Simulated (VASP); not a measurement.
Here is a VASP 6.6.1 calculation.

The input INCAR:

```
PREC     = Accurate       # precision mode
ENCUT    = 300            # plane-wave cutoff, eV
EDIFF    = 1E-6           # SCF threshold, eV
ISMEAR   = 1              # smearing method
SIGMA    = 0.1            # smearing width, eV
LREAL    = False          # projectors in reciprocal space
LASPH    = True           # aspherical terms in the spheres
NELM     = 100            # most SCF steps
ALGO     = Normal         # electronic algorithm
ISIF     = 2              # what is computed and relaxed
LWAVE    = False          # write WAVECAR
LCHARG   = False          # write CHGCAR
GGA      = PS             # functional
ICORELEVEL= 1            
KPAR     = 4
```

KPOINTS

```
Automatic mesh
0
Gamma
  6 6 3
```

POSCAR

```
Mg
1.0
    6.4186000000      0.0000000000      0.0000000000
   -3.2093000000      5.5586706570      0.0000000000
    0.0000000000      0.0000000000     10.4206000000
Mg
16
Direct
    0.1666666666      0.3333333334      0.1250000000
    0.1666666666      0.3333333334      0.6250000000
    0.1666666667      0.8333333334      0.1250000000
    0.1666666667      0.8333333334      0.6250000000
    0.6666666666      0.3333333334      0.1250000000
    0.6666666666      0.3333333334      0.6250000000
    0.6666666666      0.8333333334      0.1250000000
    0.6666666666      0.8333333334      0.6250000000
    0.3333333334      0.1666666666      0.3750000000
    0.3333333334      0.1666666666      0.8750000000
    0.3333333334      0.6666666666      0.3750000000
    0.3333333334      0.6666666666      0.8750000000
    0.8333333334      0.1666666666      0.3750000000
    0.8333333334      0.1666666666      0.8750000000
    0.8333333334      0.6666666666      0.3750000000
    0.8333333334      0.6666666666      0.8750000000
```

Potentials or basis: VASP PAW PBE potentials, release 64 (Mg).

The run is started by

```bash
$ cat potpaw_PBE.64/Mg/POTCAR > POTCAR
$ mpirun -np 4 vasp_std > vasp.out
```

(1) Estimate the band gap on the k mesh.

(2) Predict the pressure.

## Answers

(1) none (metal or under the smearing width).

(2) -1.2 GPa.

Caveat: the PAW data sets were made with another functional, which shifts forces and pressure a little.
